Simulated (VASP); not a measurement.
Sb under changes of volume

One of the cells (27.501 Å³/atom); the others are scaled copies at fixed shape and fractional positions:

```
Sb
1.0
    -1.58698    1.58698    2.72990
     1.58698   -1.58698    2.72990
     1.58698    1.58698   -2.72990
Sb
1
Direct
  0.00000 0.00000 0.00000
```

This isn't the form of Sb at room conditions, which is rhombohedral.

- Program: VASP 6.6.1
- Functional: PBEsol
- Potentials or basis: VASP PAW PBE potentials, release 64 (Sb)
- Cutoff: 520 eV
- k mesh: 12 × 12 × 12
- Occupations: fermi-dirac, width 0.05 eV
- Spin: no spin polarisation

```csv
volume (Å³/atom),energy over the lowest point (meV/atom),pressure (GPa)
25.344,?,?
25.883,2.65,1.6
26.423,0.00,0.1
27.501,8.45,-2.4
28.040,18.58,-3.5
28.580,32.06,-4.4
```

**Question.** What does the run at 25.344 Å³/atom give?

**Answer.** Energy over the lowest point 10.64 meV/atom; pressure 3.2 GPa.

Worked out: A Birch-Murnaghan fit of order 3 (a polynomial in V^(-2/3)) to the other rows has its minimum at 26.44 Å³/atom with B0 = V·E''(V) = 69 GPa and B' = 4.7 at fixed shape and positions, which overstates the stiffness. It gives 10.66 meV/atom at 25.344 Å³/atom, against the run's 10.64, and -dE/dV = 3.2 GPa, against 3.2.

Energies are extrapolated to zero smearing.

Caveats: the PAW data sets were made with another functional, which shifts forces and pressure a little.
